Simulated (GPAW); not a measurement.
AlO in GPAW: convergence with bands over the usual count

Input of the first run (bands over the usual count 0.72); the others differ in this setting and in those tied to it:

Contents of run.py:

```python
from ase.dft.bandgap import bandgap
from ase.io import read, write
from ase.units import GPa
from gpaw import GPAW, PW, setup_paths

setup_paths.insert(0, '.')

atoms = read('POSCAR')

calc = GPAW(mode=PW(800),
            xc='PBEsol',
            kpts={'size': (10, 10, 10), 'gamma': True},
            occupations={'name': 'fermi-dirac', 'width': 0.05},
            nbands=9,
            convergence={'density': 1e-05, 'energy': 1e-05},
            maxiter=100,
            txt='gpaw.txt')
atoms.calc = calc
energy = atoms.get_potential_energy()
forces = atoms.get_forces()
stress = atoms.get_stress()
calc.write('gs.gpw')
write('result.traj', atoms)
print(f'Energy: {energy:.6f} eV')
print('Forces (eV/A):')
print(forces.round(4))
print('Stress (GPa):', (stress / GPa).round(3))
print('Fermi level:', round(calc.get_fermi_level(), 4), 'eV')
print(f'Gap: {bandgap(calc)[0]:.4f} eV, direct: {bandgap(calc, direct=True)[0]:.4f} eV')
```

Contents of POSCAR:

```
AlO
1.0
    2.7691900000      0.0000000000      0.0000000000
    0.0000000000      2.7691900000      0.0000000000
    0.0000000000      0.0000000000      2.7691900000
Al O
1 1
Direct
    0.5000000000      0.5000000000      0.5000000000
    0.0000000000      0.0000000000      0.0000000000
```

Potentials or basis: PAW data sets generated in the run's folder for this functional, pw.

Run with:

```console
$ gpaw-setup -f PBEsol Al O
$ OMP_NUM_THREADS=1 python run.py
```

The cell was built by a generator and needn't be a form met in nature.

Hardware: 1 thread of Arm Neoverse V1, on a shared host.

```tsv
bands over the usual count	energy less the tightest run, at zero smearing (meV/atom)	SCF cycles	CPU time (s)	peak memory (GiB)
0.72	0.00	10	12	0.15
0.8	0.00	10	13	0.15
0.9	0.00	10	14	0.15
1	0.00	10	14	0.15
1.3	0.00	10	17	0.15
1.7	0.00	10	20	0.16
2.5	0.00	10	31	0.17
```

Against the tightest run, the energy stays within 1 meV/atom from 0.72 on. The tightest run that finished is the yardstick and may itself not be fully converged.

Caveat, for the tightest run too: an odd number of electrons without spin polarisation forces a metal; a magnetic or distorted state may lie lower.
